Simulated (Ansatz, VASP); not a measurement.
**Ti: VASP beside Ansatz**

Contents of INCAR:

```
SYSTEM = Ti
PREC = Accurate
ENCUT = 520
EDIFF = 1E-6
ISMEAR = 0
SIGMA = 0.1
LREAL = .FALSE.
LASPH = .TRUE.
NELM = 80
ALGO = Normal
ISIF = 2
LWAVE = .FALSE.
LCHARG = .FALSE.
LDIPOL = .TRUE.
IDIPOL = 3
DIPOL = 0.5 0.5 0.311
GGA = PE
NBANDS = 25
```

The input KPOINTS:

```
regular mesh
0
G
  10 10 1
  0 0 0
```

File POSCAR:

```
Ti
1.0
    2.8192036113      0.0000000000      0.0000000000
   -0.9397345371      2.6579706548      0.0000000000
    0.0000000000      0.0000000000     19.8263798066
Ti
3
Direct
    0.5000000000      0.5000000000      0.2017514059
    0.0000000000      0.0000000000      0.3111715142
    0.5000000000      0.5000000000      0.4199647080
```

Input for Ansatz:

```yaml
crystal:
  lattice:
    - [2.8192036113, 0.0, 0.0]
    - [-0.9397345371, 2.6579706548, 0.0]
    - [0.0, 0.0, 19.8263798066]
  atoms:
    - { symbol: Ti, position: [0.5, 0.5, 0.2017514059] }
    - { symbol: Ti, position: [0.0, 0.0, 0.3111715142] }
    - { symbol: Ti, position: [0.5, 0.5, 0.419964708] }
basis:
  ecutwfc: 420
kpoints:
  mp_grid: { grid: [10, 10, 1] }
hamiltonian:
  xc: pbe
  pseudopotentials: { kind: paw, azcp: { folder: soft_1 } }
scf:
  occupations: { method: gaussian, width: 0.1 }
output:
  forces: true
  eigenvalues: true
  write_density: true
  write_potential: true
  elf: true
  volumetric_format: npy
efield:
  axis: 3
  dipole_correction: true
  ramp_width: 0.04
```

Alike in both runs: task single point; functional PBE; k mesh 10 × 10 × 1; occupations gaussian, width 0.1 eV; no spin polarisation.

|  | VASP | Ansatz |
| --- | --- | --- |
| version | VASP 6.6.1 | Ansatz 0.2.0 |
| potentials or method | VASP PAW PBE potentials, release 64 (Ti_sv) | scalar-relativistic, plane waves, PAW |
| plane-wave cutoff (eV) | 520 | 420 |
| valence electrons in the cell | 36 | 36 |

```tsv
	VASP	Ansatz	Ansatz less VASP
gap on the k mesh at the Fermi level (eV)	none	none	-
rms of the force components (eV/Å)	0.012	0.011	-0.0008
```

Atom by atom the forces differ by 0.005 eV/Å (rms over components). A gap of «none» marks a metal or a gap that the smearing closes. With one functional, cell and mesh, what is left measures potentials, basis and numerics. Ansatz warned: «vacuum_below_fermi».
